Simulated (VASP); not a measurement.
RbBr (strained zincblende), r²SCAN single-point calculation: Ansatz's output and VASP's

```xyz
2
Lattice="0.0129 3.8824 3.8824 3.8824 0.0129 3.8824 3.8824 3.8824 0.0129" Properties=species:S:1:pos:R:3 pbc="T T T"
Rb    0.0013    0.0013    0.0013
Br    1.9432    1.9432    1.9432
```

Ansatz printed

```
SCF 1 converged in 6 iterations: F = -6074.555723 eV  dr2 = 1.97e-9
  greatest PAW one-centre occupation: 0.973 electrons in one spin orbital (limit 2), on the Rb atom at site 0 (counted from 0), in its partial waves of l = 0
NSCF: frozen V_eff on 7 k-points
SCF converged after 6 iterations
Free energy (F): -6074.555723 eV
Harris-Foulkes:  -6074.555723 eV  (|F-HF|=8.48e-10)
Internal energy: -6074.555723 eV  (E = F + TS)
E sigma→0 (E₀):  -6074.555723 eV
Fermi energy:    -1.397381 eV
--- Per-component energies (eV) ---
  E_band       = -152.229835
  E_kinetic    = 327.854992
  E_local      = -1009.360670  (includes V_loc(G=0)·N_el)
  E_nonlocal   = 241.892361
  E_hartree    = 294.045869
  E_xc         = -376.349235
  E_vxc        = -267.238762  (∫ρ·V_xc dr)
  E_paw        = -4904.900541  (= ΣΔE_a)
  E_vpaw       = -48.060872  (= ΣTr[D̂ρ^β])
  E_aug_tail   = -0.000000  (compensation charges beyond the density's cutoff)
  E_vtau       = 14.592065  (kinetic-family band-sum trace: ∫τ·v_τ [+ j·A + Jᵃ·Aᵃ] dr)
  E_ewald      = -647.433377
  E_core_change = -0.305121  (= ΣΔE_core)
  E_smearing   = -0.000000  (= −TS)
  E_closure    = -0.000000  (closes the sum)
  Σ components = -6074.555723   (vs F -6074.555723, Δ=0.00e0)
--- Forces (eV/Å), atoms counted from 1 ---
  atom   1  Rb     0.00430678     0.00430678     0.00430678
  atom   2  Br    -0.00429329    -0.00429329    -0.00429329
  max |Σ_I F_I| component: 1.35e-5 eV/Å
--- Stress (GPa, compression-positive) ---
       -0.040276      -0.016260      -0.016260
       -0.016260      -0.040276      -0.016260
       -0.016260      -0.016260      -0.040276
  P = ⅓ Tr σ = -0.0403 GPa (-0.403 kbar)
--- Band table (eV; the first three rows and the last of 32) ---
  k-point 0: bands = ["-26.8121", "-13.6848", "-10.3499", "-10.3499", "-10.3495", "-1.4847", "-1.4803", "-1.4803", "3.2450", "7.4806", "7.4806", "8.4175"]
  k-point 1: bands = ["-26.8115", "-13.6961", "-10.3530", "-10.3525", "-10.3372", "-1.5439", "-1.4728", "-1.4692", "3.6308", "7.1898", "7.2027", "7.9773"]
  k-point 2: bands = ["-26.8104", "-13.7182", "-10.3591", "-10.3585", "-10.3129", "-1.6405", "-1.4506", "-1.4477", "4.5282", "6.7251", "7.0265", "7.0548"]
  k-point 31: bands = ["-26.8099", "-13.7291", "-10.3616", "-10.3616", "-10.3000", "-1.6799", "-1.4364", "-1.4364", "5.5289", "5.5460", "7.0726", "7.0726"]
```

Each program uses its own PAW datasets. VASP's cell holds 16 valence electrons and Ansatz's 16. Ansatz's stress includes a Pulay correction; VASP's doesn't.

Problem. What does VASP give for the same cell and level of theory?

Solution. gap between bands v and c 4.64 eV; least direct gap 4.73 eV; pressure 0.0 GPa.

From OUTCAR

```
k-points           NKPTS =     32   k-points in BZ     NKDIM =     32   number of bands    NBANDS=     15

   NELECT =      16.0000    total number of electrons

   dimension x,y,z NGX =    42 NGY =   42 NGZ =   42
   dimension x,y,z NGXF=    84 NGYF=   84 NGZF=   84

  energy-cutoff  :      520.00
  volume of cell :      116.46
      direct lattice vectors                 reciprocal lattice vectors
     0.012898323  3.882395187  3.882395187    -0.129430054  0.129001477  0.129001477
     3.882395187  0.012898323  3.882395187     0.129001477 -0.129430054  0.129001477
     3.882395187  3.882395187  0.012898323     0.129001477  0.129001477 -0.129430054

 k-points in reciprocal lattice and weights: KPOINTS created by Atomic Simulation Env
   0.00000000  0.00000000  0.00000000       0.005
   0.16666667  0.00000000  0.00000000       0.028
   0.33333333  0.00000000  0.00000000       0.028
   0.50000000  0.00000000 -0.00000000       0.014
   0.16666667  0.16666667  0.00000000       0.028
   0.33333333  0.16666667 -0.00000000       0.056
   0.50000000  0.16666667  0.00000000       0.056
  -0.33333333  0.16666667 -0.00000000       0.056
   ...

 E-fermi :  -3.3546

 k-point     1 :       0.0000    0.0000    0.0000
  band No.  band energies     occupation
      1     -28.8316      2.00000
      2     -15.7542      2.00000
      3     -12.3874      2.00000
      4     -12.3874      2.00000
      5     -12.3870      2.00000
      6      -3.5403      2.00000
      7      -3.5359      2.00000
      8      -3.5359      2.00000
      9       1.1895      0.00000
     10       5.4258      0.00000
     11       5.4258      0.00000
     12       6.3659      0.00000
     13       6.3747      0.00000
     14       6.3747      0.00000
     15       7.4302      0.00000

 k-point     2 :       0.1667    0.0000    0.0000
  band No.  band energies     occupation
      1     -28.8311      2.00000
      2     -15.7654      2.00000
      3     -12.3905      2.00000
      4     -12.3901      2.00000
      5     -12.3749      2.00000
      6      -3.5993      2.00000
      7      -3.5283      2.00000
      8      -3.5248      2.00000
      9       1.5750      0.00000
     10       5.1351      0.00000
     11       5.1480      0.00000
     12       5.9239      0.00000
     13       6.6384      0.00000
     14       6.9061      0.00000
     15       6.9154      0.00000

 k-point     3 :       0.3333    0.0000    0.0000
  band No.  band energies     occupation
      1     -28.8299      2.00000
      2     -15.7873      2.00000
      3     -12.3967      2.00000
      4     -12.3961      2.00000
      5     -12.3510      2.00000
      6      -3.6956      2.00000
      7      -3.5061      2.00000
      8      -3.5033      2.00000
      9       2.4720      0.00000
     10       4.6700      0.00000
     11       4.9715      0.00000
     12       4.9998      0.00000
     13       6.4681      0.00000
     14       6.7557      0.00000
     15       6.7855      0.00000

 k-point     4 :       0.5000    0.0000   -0.0000
  band No.  band energies     occupation
      1     -28.8294      2.00000
      2     -15.7980      2.00000
      3     -12.3997      2.00000
      4     -12.3991      2.00000
      5     -12.3396      2.00000
      6      -3.7314      2.00000
      7      -3.4954      2.00000
      8      -3.4929      2.00000
      9       3.4802      0.00000
     10       3.4977      0.00000
     11       4.9907      0.00000
     12       5.0286      0.00000
     13       6.5084      0.00000
     14       6.5315      0.00000
     15       7.1386      0.00000

 k-point     5 :       0.1667    0.1667    0.0000
  band No.  band energies     occupation
      1     -28.8309      2.00000
      2     -15.7690      2.00000
      3     -12.3947      2.00000
      4     -12.3945      2.00000
      5     -12.3640      2.00000
      6      -3.6285      2.00000
      7      -3.5190      2.00000
      8      -3.5161      2.00000
      9       1.7029      0.00000
     10       4.5266      0.00000
     11       5.6571      0.00000
     12       6.4171      0.00000
     13       6.6433      0.00000
     14       6.6524      0.00000
     15       6.9657      0.00000

 k-point     6 :       0.3333    0.1667   -0.0000
  band No.  band energies     occupation
      1     -28.8300      2.00000
      2     -15.7872      2.00000
      3     -12.4042      2.00000
      4     -12.4011      2.00000
      5     -12.3379      2.00000
      6      -3.6977      2.00000
      7      -3.5107      2.00000
      8      -3.4975      2.00000
      9       2.4099      0.00000
     10       4.1488      0.00000
     11       5.3951      0.00000
     12       5.5601      0.00000
     13       6.5482      0.00000
     14       6.7395      0.00000
     15       7.0646      0.00000

 ...

  Total       -0.0217732     -0.0217732     -0.0217732     -0.0118903     -0.0118903     -0.0118903
  in kB       -0.2995527     -0.2995527     -0.2995527     -0.1635850     -0.1635850     -0.1635850
  external PRESSURE =      -0.2995527 kB  Pullay stress =       0.0000000 kB

 POSITION                                       TOTAL-FORCE (eV/Angst)
 -----------------------------------------------------------------------------------
      0.00125      0.00125      0.00125         0.004369      0.004369      0.004369
      1.94317      1.94317      1.94317        -0.004369     -0.004369     -0.004369
 -----------------------------------------------------------------------------------
    total drift:                                0.000027      0.000027      0.000027

  FREE ENERGIE OF THE ION-ELECTRON SYSTEM (eV)
  ---------------------------------------------------
  free  energy   TOTEN  =       -30.8789222913 eV

  energy  without entropy=      -30.8789222913  energy(sigma->0) =      -30.87892229
```
